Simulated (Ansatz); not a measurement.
# Al3GaN4: shifting one sublattice

The task, for Al3GaN4: measure how stiffly every Ga atom is held.

Program: Ansatz 0.2.0. Level of theory: DFT r2SCAN, scalar-relativistic, plane waves, PAW. These are calculated values, not measurements.

1 further run of the same task is left out (set aside as unsound or not needed). Runs told in other sessions of the task aren't counted.

## 1. The structure to begin with

The structure is cubic, space group P-43m (No. 215). Conventional cell: a = 4.401 Å, b = 4.401 Å, c = 4.401 Å, α = 90.00°, β = 90.00°, γ = 90.00°. Al (site symmetry -42m) is surrounded by 4 N at 1.89 Å. Around Ga (site symmetry -43m) lie 4 N at 1.95 Å. Around N (site symmetry 3m) lie 3 Al at 1.89 Å and 1 Ga at 1.95 Å.

As a file:

```
CELL_PARAMETERS angstrom
4.40124 0.00000 0.00000
0.00000 4.40124 0.00000
0.00000 0.00000 4.40124
ATOMIC_POSITIONS crystal
Al 0.50000 0.50000 0.00000
Al 0.50000 0.00000 0.50000
Al 0.00000 0.50000 0.50000
Ga 0.00000 0.00000 0.00000
N 0.74446 0.74446 0.25554
N 0.74446 0.25554 0.74446
N 0.25554 0.74446 0.74446
N 0.25554 0.25554 0.25554
```

It goes back to an entry of the Materials Project, which need not be the stable form.

It is the result of an earlier relaxation at this level (volume 10.66 Å³/atom; gap on the mesh: 4.01 eV).

## 2. The reference cell

The reference gives a free energy of -6961.6845 eV, pressure 0.00 GPa, largest force 0.000 eV/Å and gap on the mesh 4.01 eV. It was computed beforehand with the settings of the runs below.

## 3. Setting up shifting one sublattice

Every Ga atom is moved by x along the Cartesian unit vector (0.577, 0.577, 0.577); the cell and all other atoms stay fixed. Forces below are components along that vector, summed over the moved atoms.

## 4. Point x = -0.100 Å

Contents of input.yaml:

```yaml
crystal:
  lattice:
    - [4.4012372935, 0.0, 0.0]
    - [0.0, 4.4012372935, 0.0]
    - [0.0, 0.0, 4.4012372935]
  atoms:
    - { symbol: Al, position: [0.5, 0.5, 0.0] }
    - { symbol: Al, position: [0.5, 0.0, 0.5] }
    - { symbol: Al, position: [0.0, 0.5, 0.5] }
    - { symbol: Ga, position: [-0.0131179082, -0.0131179082, -0.0131179082] }
    - { symbol: "N", position: [0.7444581597, 0.7444581597, 0.2555418403] }
    - { symbol: "N", position: [0.7444581597, 0.2555418403, 0.7444581597] }
    - { symbol: "N", position: [0.2555418403, 0.7444581597, 0.7444581597] }
    - { symbol: "N", position: [0.2555418403, 0.2555418403, 0.2555418403] }
basis:
  ecutwfc: 500
kpoints:
  mp_grid: { grid: [6, 6, 6] }
hamiltonian:
  xc: r2scan
scf:
  occupations: { method: gaussian, width: 0.05 }
output:
  forces: true
  stress: true
  eigenvalues: true
```

The run is started by

```sh
$ ansatz run input.yaml --threads 2 --pin off --max-ram 5120MiB --backend cpu --events-out ev --progress --plain --runs-dir out
```

Output (excerpt; [...] marks lines left out):

```text
Warning: RAYON_NUM_THREADS=2 ignored (pool sized by the plan → 2); use --threads N
[...]
Pseudopotentials: kind: paw
Pseudopotential: Al, paw, valence charge 3, recommended cutoff 500 eV (meta_gga), Al.paw.azcp
Pseudopotential: Ga, paw, valence charge 13, recommended cutoff 500 eV (meta_gga), Ga.paw.azcp
Pseudopotential: N, paw, valence charge 5, recommended cutoff 500 eV (meta_gga), N.paw.azcp
Functional definition: r2SCAN
[...]
Crystal: 8 atoms, lattice volume = 85.256 Å³
Basis set: ecut = 500 eV, 2109 PW (Γ), exchange–correlation on 144×144×144 points (64 copies of the dense FFT grid, shifted against one another)
Bands: 29, of which v1, the nominal top of the filled ones, is band 21 counted from 1 (20 counted from 0)
Symmetry: 6 space group operations
Space group: R3m (ITA 160), of the structure as read, at distance tolerance 4.4e-5 Å
k-points: 32 of 216 (time reversal used)
[...]
SCF iter   1: F=—  HF=-6961.357334 eV  |F-HF|=—  |Δ(HF+E_count)|=         —  Δρ=8.38e-3  dr2=4.65e-2  dr2_τ=5.62e-1  ethr=1.77e-3  ⟨swp⟩=7.2  Hψ=4781  notcnv=0
[...]
SCF iter   8: F=-6961.599198 eV  HF=-6961.599198 eV  |F-HF|=1.87e-9  |Δ(HF+E_count)|=   1.30e-8  Δρ=4.45e-6  dr2=1.72e-8  dr2_τ=1.50e-9  ethr=2.38e-10  ⟨swp⟩=9.5  Hψ=3763  notcnv=0
[...]
SCF converged after 8 iterations
Free energy (F): -6961.599198 eV
[...]
E sigma→0 (E₀):  -6961.599198 eV
Fermi energy:    9.255455 eV
[...]
--- Forces (eV/Å), atoms counted from 1 ---
  atom   1  Al    -0.28851084    -0.28851084     0.21567835
  atom   2  Al    -0.28851084     0.21567835    -0.28851084
  atom   3  Al     0.21567835    -0.28851084    -0.28851084
  atom   4  Ga     0.93716538     0.93716538     0.93716538
  atom   5  N     -0.18169136    -0.18169136     0.09038658
  atom   6  N     -0.18169136     0.09038658    -0.18169136
  atom   7  N      0.09038658    -0.18169136    -0.18169136
  atom   8  N     -0.30284445    -0.30284445    -0.30284445
[...]
--- Stress (GPa, compression-positive) ---
        0.290591      -0.748031      -0.748031
       -0.748031       0.290591      -0.748031
       -0.748031      -0.748031       0.290591
  P = ⅓ Tr σ = 0.2906 GPa (2.906 kbar)
--- Band table (eV; the first three rows and the last of 32) ---
  k-point 0: bands = ["-8.6053", "-6.8315", "-6.8315", "-6.4611", "-5.6602", "-5.6602", "-4.9203", "-4.8895", "-4.8895", "1.6041", "2.4685", "2.4685", "5.3004", "5.3004", "5.3023", "5.4141", "5.4141", "5.4388", "7.3670", "7.3670", "7.5121", "10.9988", "11.5560", "11.5697", "11.5697", [...]
[...]
```

Wall time 12 s (2 threads of Intel Xeon Platinum 8259CL at 2.50GHz (Skylake/Cascade Lake), shared host); peak memory 0.59 GiB.

## 5. Point x = 0.075 Å

Edit input.yaml of step 4 so:

```diff
@@ -9,3 +9,3 @@
     - { symbol: Al, position: [0.0, 0.5, 0.5] }
-    - { symbol: Ga, position: [-0.0131179082, -0.0131179082, -0.0131179082] }
+    - { symbol: Ga, position: [0.0098384312, 0.0098384312, 0.0098384312] }
     - { symbol: "N", position: [0.7444581597, 0.7444581597, 0.2555418403] }
```

The run is started by

```sh
$ ansatz run input.yaml --threads 2 --pin off --max-ram 5120MiB --backend cpu --events-out ev --progress --plain --runs-dir out
```

Output (excerpt; [...] marks lines left out):

```text
[...]
SCF converged after 8 iterations
Free energy (F): -6961.626833 eV
[...]
E sigma→0 (E₀):  -6961.626833 eV
Fermi energy:    9.365677 eV
[...]
--- Forces (eV/Å), atoms counted from 1 ---
  atom   1  Al     0.21309046     0.21309046    -0.15485815
  atom   2  Al     0.21309046    -0.15485815     0.21309046
  atom   3  Al    -0.15485815     0.21309046     0.21309046
  atom   4  Ga    -0.92605598    -0.92605598    -0.92605598
  atom   5  N      0.13486879     0.13486879    -0.04996918
  atom   6  N      0.13486879    -0.04996918     0.13486879
  atom   7  N     -0.04996918     0.13486879     0.13486879
  atom   8  N      0.43497974     0.43497974     0.43497974
[...]
--- Stress (GPa, compression-positive) ---
        0.208063       0.906969       0.906969
        0.906969       0.208063       0.906969
        0.906969       0.906969       0.208063
  P = ⅓ Tr σ = 0.2081 GPa (2.081 kbar)
--- Band table (eV; the first three rows and the last of 32) ---
  k-point 0: bands = ["-8.5994", "-6.8975", "-6.6025", "-6.6025", "-5.6484", "-5.6484", "-4.9097", "-4.9097", "-4.8688", "1.6049", "2.4752", "2.4752", "5.3003", "5.3117", "5.3117", "5.4090", "5.4229", "5.4229", "7.3423", "7.4430", "7.4430", "11.2884", "11.2884", "11.4132", "11.7128", [...]
[...]
```

Run time: 12 s. Hardware: 2 threads of Intel Xeon Platinum 8259CL at 2.50GHz (Skylake/Cascade Lake), shared host; peak memory 0.6 GiB.

## 6. At x = -0.050 Å

Edit input.yaml of step 5 so:

```diff
@@ -9,3 +9,3 @@
     - { symbol: Al, position: [0.0, 0.5, 0.5] }
-    - { symbol: Ga, position: [0.0098384312, 0.0098384312, 0.0098384312] }
+    - { symbol: Ga, position: [-0.0065589541, -0.0065589541, -0.0065589541] }
     - { symbol: "N", position: [0.7444581597, 0.7444581597, 0.2555418403] }
```

The run is started by

```sh
$ ansatz run input.yaml --threads 2 --pin off --max-ram 5120MiB --backend cpu --events-out ev --progress --plain --runs-dir out
```

Output (excerpt; [...] marks lines left out):

```text
[...]
SCF converged after 8 iterations
Free energy (F): -6961.662109 eV
[...]
E sigma→0 (E₀):  -6961.662109 eV
Fermi energy:    9.333109 eV
[...]
--- Forces (eV/Å), atoms counted from 1 ---
  atom   1  Al    -0.14345770    -0.14345770     0.10653404
  atom   2  Al    -0.14345770     0.10653404    -0.14345770
  atom   3  Al     0.10653404    -0.14345770    -0.14345770
  atom   4  Ga     0.50472477     0.50472477     0.50472477
  atom   5  N     -0.09144448    -0.09144448     0.04227799
  atom   6  N     -0.09144448     0.04227799    -0.09144448
  atom   7  N      0.04227799    -0.09144448    -0.09144448
  atom   8  N     -0.18374849    -0.18374849    -0.18374849
[...]
--- Stress (GPa, compression-positive) ---
        0.077984      -0.430453      -0.430453
       -0.430453       0.077984      -0.430453
       -0.430453      -0.430453       0.077984
  P = ⅓ Tr σ = 0.0780 GPa (0.780 kbar)
--- Band table (eV; the first three rows and the last of 32) ---
  k-point 0: bands = ["-8.5820", "-6.7612", "-6.7612", "-6.5702", "-5.6387", "-5.6387", "-4.9052", "-4.8855", "-4.8855", "1.6054", "2.4803", "2.4803", "5.3302", "5.3302", "5.3334", "5.3921", "5.3921", "5.4040", "7.3818", "7.3818", "7.4529", "11.2133", "11.4893", "11.4893", "11.5167", [...]
[...]
```

Wall time 13 s (2 threads of Intel Xeon Platinum 8259CL at 2.50GHz (Skylake/Cascade Lake), shared host); peak memory 0.59 GiB.

## 7. Point x = 0.025 Å

Edit input.yaml of step 6 so:

```diff
@@ -9,3 +9,3 @@
     - { symbol: Al, position: [0.0, 0.5, 0.5] }
-    - { symbol: Ga, position: [-0.0065589541, -0.0065589541, -0.0065589541] }
+    - { symbol: Ga, position: [0.0032794771, 0.0032794771, 0.0032794771] }
     - { symbol: "N", position: [0.7444581597, 0.7444581597, 0.2555418403] }
```

The run is started by

```sh
$ ansatz run input.yaml --threads 2 --pin off --max-ram 5120MiB --backend cpu --events-out ev --progress --plain --runs-dir out
```

Output (excerpt; [...] marks lines left out):

```text
Warning: RAYON_NUM_THREADS=2 ignored (pool sized by the plan → 2); use --threads N
[...]
[... 5 set-up lines as earlier in the session ...]
[...]
Crystal: 8 atoms, lattice volume = 85.256 Å³
Basis set: ecut = 500 eV, 2109 PW (Γ), exchange–correlation on 144×144×144 points (64 copies of the dense FFT grid, shifted against one another)
Bands: 29, of which v1, the nominal top of the filled ones, is band 21 counted from 1 (20 counted from 0)
[... 2 set-up lines as earlier in the session ...]
k-points: 32 of 216 (time reversal used)
[...]
SCF converged after 7 iterations
Free energy (F): -6961.678469 eV
[...]
E sigma→0 (E₀):  -6961.678469 eV
Fermi energy:    9.391492 eV
[...]
--- Forces (eV/Å), atoms counted from 1 ---
  atom   1  Al     0.07120753     0.07120753    -0.05222450
  atom   2  Al     0.07120753    -0.05222450     0.07120753
  atom   3  Al    -0.05222450     0.07120753     0.07120753
  atom   4  Ga    -0.28395955    -0.28395955    -0.28395955
  atom   5  N      0.04544094     0.04544094    -0.01848075
  atom   6  N      0.04544094    -0.01848075     0.04544094
  atom   7  N     -0.01848075     0.04544094     0.04544094
  atom   8  N      0.12135320     0.12135320     0.12135320
[...]
--- Stress (GPa, compression-positive) ---
        0.021728       0.264309       0.264309
        0.264309       0.021728       0.264309
        0.264309       0.264309       0.021728
  P = ⅓ Tr σ = 0.0217 GPa (0.217 kbar)
--- Band table (eV; the first three rows and the last of 32) ---
[... band rows left out ...]
[...]
```

It took 10 s on 2 threads of Intel Xeon Platinum 8259CL at 2.50GHz (Skylake/Cascade Lake), shared host; peak memory 0.6 GiB.

## 8. x = 0.100 Å

Edit input.yaml of step 7 so:

```diff
@@ -9,3 +9,3 @@
     - { symbol: Al, position: [0.0, 0.5, 0.5] }
-    - { symbol: Ga, position: [0.0032794771, 0.0032794771, 0.0032794771] }
+    - { symbol: Ga, position: [0.0131179082, 0.0131179082, 0.0131179082] }
     - { symbol: "N", position: [0.7444581597, 0.7444581597, 0.2555418403] }
```

The run is started by

```sh
$ ansatz run input.yaml --threads 2 --pin off --max-ram 5120MiB --backend cpu --events-out ev --progress --plain --runs-dir out
```

Output (excerpt; [...] marks lines left out):

```text
[...]
SCF converged after 8 iterations
Free energy (F): -6961.578979 eV
[...]
E sigma→0 (E₀):  -6961.578979 eV
Fermi energy:    9.353890 eV
[...]
--- Forces (eV/Å), atoms counted from 1 ---
  atom   1  Al     0.28379761     0.28379761    -0.20519385
  atom   2  Al     0.28379761    -0.20519385     0.28379761
  atom   3  Al    -0.20519385     0.28379761     0.28379761
  atom   4  Ga    -1.28932603    -1.28932603    -1.28932603
  atom   5  N      0.17831655     0.17831655    -0.06276245
  atom   6  N      0.17831655    -0.06276245     0.17831655
  atom   7  N     -0.06276245     0.17831655     0.17831655
  atom   8  N      0.63307064     0.63307064     0.63307064
[...]
--- Stress (GPa, compression-positive) ---
        0.382553       1.292970       1.292970
        1.292970       0.382553       1.292970
        1.292970       1.292970       0.382553
  P = ⅓ Tr σ = 0.3826 GPa (3.826 kbar)
--- Band table (eV; the first three rows and the last of 32) ---
  k-point 0: bands = ["-8.6226", "-6.9666", "-6.5750", "-6.5750", "-5.6618", "-5.6618", "-4.9205", "-4.9205", "-4.8637", "1.6041", "2.4681", "2.4681", "5.2786", "5.2915", "5.2915", "5.4237", "5.4441", "5.4441", "7.3266", "7.4591", "7.4591", "11.2486", "11.2486", "11.3943", "11.8030", [...]
[...]
```

It took 11 s on 2 threads of Intel Xeon Platinum 8259CL at 2.50GHz (Skylake/Cascade Lake), shared host; peak memory 0.6 GiB.

## 9. At x = -0.075 Å

Edit input.yaml of step 8 so:

```diff
@@ -9,3 +9,3 @@
     - { symbol: Al, position: [0.0, 0.5, 0.5] }
-    - { symbol: Ga, position: [0.0131179082, 0.0131179082, 0.0131179082] }
+    - { symbol: Ga, position: [-0.0098384312, -0.0098384312, -0.0098384312] }
     - { symbol: "N", position: [0.7444581597, 0.7444581597, 0.2555418403] }
```

The run is started by

```sh
$ ansatz run input.yaml --threads 2 --pin off --max-ram 5120MiB --backend cpu --events-out ev --progress --plain --runs-dir out
```

Output (excerpt; [...] marks lines left out):

```text
Warning: RAYON_NUM_THREADS=2 ignored (pool sized by the plan → 2); use --threads N
[...]
[... 5 set-up lines as earlier in the session ...]
[...]
Crystal: 8 atoms, lattice volume = 85.256 Å³
Basis set: ecut = 500 eV, 2109 PW (Γ), exchange–correlation on 144×144×144 points (64 copies of the dense FFT grid, shifted against one another)
Bands: 29, of which v1, the nominal top of the filled ones, is band 21 counted from 1 (20 counted from 0)
[... 2 set-up lines as earlier in the session ...]
k-points: 32 of 216 (time reversal used)
[...]
SCF converged after 8 iterations
Free energy (F): -6961.635332 eV
[...]
E sigma→0 (E₀):  -6961.635332 eV
Fermi energy:    9.294500 eV
[...]
--- Forces (eV/Å), atoms counted from 1 ---
  atom   1  Al    -0.21575529    -0.21575529     0.16077812
  atom   2  Al    -0.21575529     0.16077812    -0.21575529
  atom   3  Al     0.16077812    -0.21575529    -0.21575529
  atom   4  Ga     0.72916790     0.72916790     0.72916790
  atom   5  N     -0.13683114    -0.13683114     0.06567414
  atom   6  N     -0.13683114     0.06567414    -0.13683114
  atom   7  N      0.06567414    -0.13683114    -0.13683114
  atom   8  N     -0.25046391    -0.25046391    -0.25046391
[...]
--- Stress (GPa, compression-positive) ---
        0.169335      -0.602158      -0.602158
       -0.602158       0.169335      -0.602158
       -0.602158      -0.602158       0.169335
  P = ⅓ Tr σ = 0.1693 GPa (1.693 kbar)
--- Band table (eV; the first three rows and the last of 32) ---
[... band rows left out ...]
[...]
```

Run time: 11 s. Hardware: 2 threads of Intel Xeon Platinum 8259CL at 2.50GHz (Skylake/Cascade Lake), shared host; peak memory 0.6 GiB.

## 10. At x = 0.050 Å

Edit input.yaml of step 9 so:

```diff
@@ -9,3 +9,3 @@
     - { symbol: Al, position: [0.0, 0.5, 0.5] }
-    - { symbol: Ga, position: [-0.0098384312, -0.0098384312, -0.0098384312] }
+    - { symbol: Ga, position: [0.0065589541, 0.0065589541, 0.0065589541] }
     - { symbol: "N", position: [0.7444581597, 0.7444581597, 0.2555418403] }
```

The run is started by

```sh
$ ansatz run input.yaml --threads 2 --pin off --max-ram 5120MiB --backend cpu --events-out ev --progress --plain --runs-dir out
```

Output (excerpt; [...] marks lines left out):

```text
[...]
SCF converged after 7 iterations
Free energy (F): -6961.659597 eV
[...]
E sigma→0 (E₀):  -6961.659597 eV
Fermi energy:    9.378252 eV
[...]
--- Forces (eV/Å), atoms counted from 1 ---
  atom   1  Al     0.14219202     0.14219202    -0.10381289
  atom   2  Al     0.14219202    -0.10381289     0.14219202
  atom   3  Al    -0.10381289     0.14219202     0.14219202
  atom   4  Ga    -0.59181900    -0.59181900    -0.59181900
  atom   5  N      0.09049482     0.09049482    -0.03517874
  atom   6  N      0.09049482    -0.03517874     0.09049482
  atom   7  N     -0.03517874     0.09049482     0.09049482
  atom   8  N      0.26541823     0.26541823     0.26541823
[...]
--- Stress (GPa, compression-positive) ---
        0.089624       0.565467       0.565467
        0.565467       0.089624       0.565467
        0.565467       0.565467       0.089624
  P = ⅓ Tr σ = 0.0896 GPa (0.896 kbar)
--- Band table (eV; the first three rows and the last of 32) ---
  k-point 0: bands = ["-8.5841", "-6.8285", "-6.6315", "-6.6315", "-5.6388", "-5.6388", "-4.9008", "-4.9008", "-4.8748", "1.6055", "2.4803", "2.4803", "5.3221", "5.3305", "5.3305", "5.3943", "5.4027", "5.4027", "7.3602", "7.4281", "7.4281", "11.3284", "11.3284", "11.4310", "11.6211", [...]
[...]
```

It took 10 s on 2 threads of Intel Xeon Platinum 8259CL at 2.50GHz (Skylake/Cascade Lake), shared host; peak memory 0.59 GiB.

## 11. Point x = -0.025 Å

Edit input.yaml of step 10 so:

```diff
@@ -9,3 +9,3 @@
     - { symbol: Al, position: [0.0, 0.5, 0.5] }
-    - { symbol: Ga, position: [0.0065589541, 0.0065589541, 0.0065589541] }
+    - { symbol: Ga, position: [-0.0032794771, -0.0032794771, -0.0032794771] }
     - { symbol: "N", position: [0.7444581597, 0.7444581597, 0.2555418403] }
```

The run is started by

```sh
$ ansatz run input.yaml --threads 2 --pin off --max-ram 5120MiB --backend cpu --events-out ev --progress --plain --runs-dir out
```

Output (excerpt; [...] marks lines left out):

```text
Warning: RAYON_NUM_THREADS=2 ignored (pool sized by the plan → 2); use --threads N
[...]
[... 5 set-up lines as earlier in the session ...]
[...]
Crystal: 8 atoms, lattice volume = 85.256 Å³
Basis set: ecut = 500 eV, 2109 PW (Γ), exchange–correlation on 144×144×144 points (64 copies of the dense FFT grid, shifted against one another)
Bands: 29, of which v1, the nominal top of the filled ones, is band 21 counted from 1 (20 counted from 0)
[... 2 set-up lines as earlier in the session ...]
k-points: 32 of 216 (time reversal used)
[...]
SCF converged after 7 iterations
Free energy (F): -6961.678782 eV
[...]
E sigma→0 (E₀):  -6961.678782 eV
Fermi energy:    9.370968 eV
[...]
--- Forces (eV/Å), atoms counted from 1 ---
  atom   1  Al    -0.07149785    -0.07149785     0.05287715
  atom   2  Al    -0.07149785     0.05287715    -0.07149785
  atom   3  Al     0.05287715    -0.07149785    -0.07149785
  atom   4  Ga     0.26224084     0.26224084     0.26224084
  atom   5  N     -0.04577999    -0.04577999     0.02035835
  atom   6  N     -0.04577999     0.02035835    -0.04577999
  atom   7  N      0.02035835    -0.04577999    -0.04577999
  atom   8  N     -0.10090008    -0.10090008    -0.10090008
[...]
--- Stress (GPa, compression-positive) ---
        0.020314      -0.230678      -0.230678
       -0.230678       0.020314      -0.230678
       -0.230678      -0.230678       0.020314
  P = ⅓ Tr σ = 0.0203 GPa (0.203 kbar)
--- Band table (eV; the first three rows and the last of 32) ---
[... band rows left out ...]
[...]
```

It took 13 s on 2 threads of Intel Xeon Platinum 8259CL at 2.50GHz (Skylake/Cascade Lake), shared host; peak memory 0.59 GiB.

## 12. At x = 0.087 Å

Edit input.yaml of step 11 so:

```diff
@@ -9,3 +9,3 @@
     - { symbol: Al, position: [0.0, 0.5, 0.5] }
-    - { symbol: Ga, position: [-0.0032794771, -0.0032794771, -0.0032794771] }
+    - { symbol: Ga, position: [0.0114781697, 0.0114781697, 0.0114781697] }
     - { symbol: "N", position: [0.7444581597, 0.7444581597, 0.2555418403] }
```

The run is started by

```sh
$ ansatz run input.yaml --threads 2 --pin off --max-ram 5120MiB --backend cpu --events-out ev --progress --plain --runs-dir out
```

Output (excerpt; [...] marks lines left out):

```text
[...]
SCF converged after 8 iterations
Free energy (F): -6961.604872 eV
[...]
E sigma→0 (E₀):  -6961.604872 eV
Fermi energy:    9.359690 eV
[...]
--- Forces (eV/Å), atoms counted from 1 ---
  atom   1  Al     0.24845410     0.24845410    -0.18010304
  atom   2  Al     0.24845410    -0.18010304     0.24845410
  atom   3  Al    -0.18010304     0.24845410     0.24845410
  atom   4  Ga    -1.10387378    -1.10387378    -1.10387378
  atom   5  N      0.15672189     0.15672189    -0.05661622
  atom   6  N      0.15672189    -0.05661622     0.15672189
  atom   7  N     -0.05661622     0.15672189     0.15672189
  atom   8  N      0.53025667     0.53025667     0.53025667
[...]
--- Stress (GPa, compression-positive) ---
        0.288000       1.094154       1.094154
        1.094154       0.288000       1.094154
        1.094154       1.094154       0.288000
  P = ⅓ Tr σ = 0.2880 GPa (2.880 kbar)
--- Band table (eV; the first three rows and the last of 32) ---
  k-point 0: bands = ["-8.6099", "-6.9321", "-6.5885", "-6.5885", "-5.6546", "-5.6546", "-4.9149", "-4.9149", "-4.8661", "1.6045", "2.4719", "2.4719", "5.2894", "5.3017", "5.3017", "5.4164", "5.4334", "5.4334", "7.3342", "7.4509", "7.4509", "11.2685", "11.2685", "11.4039", "11.7582", [...]
[...]
```

Wall time 14 s (2 threads of Intel Xeon Platinum 8259CL at 2.50GHz (Skylake/Cascade Lake), shared host); peak memory 0.6 GiB.

## 13. All points together

All points in order; energies are free energies above the reference cell:

```csv
x (Å),ΔE (meV/cell),force on the moved atoms (eV/Å),pressure (GPa),gap on the mesh (eV)
-0.100,85.3,1.623,0.3,3.49
-0.075,49.2,1.263,0.2,3.63
-0.050,22.4,0.874,0.1,3.76
-0.025,5.8,0.454,0.0,3.89
0.000,0.0,0.000,0.0,4.01
0.025,6.1,-0.492,0.0,3.95
0.050,24.9,-1.025,0.1,3.90
0.075,57.7,-1.604,0.2,3.85
0.087,79.7,-1.912,0.3,3.82
0.100,105.6,-2.233,0.4,3.79
```

## 14. Outcome

| quantity | value |
| --- | --- |
| force constant along x, over ±0.025 Å | 18.92 eV/Å² |

What this shows: Near the site the force constant is 18.92 eV/Å²; for the mass of Ga against a rigid frame that is a vibration of about 272 cm⁻¹. No sampled point lies below the undisturbed cell. The well is lopsided: x = 0.100 Å costs 106 meV against 85 meV on the other side, and the dearer side brings atoms closer together. The gap on the mesh stays between 3.49 and 4.01 eV.
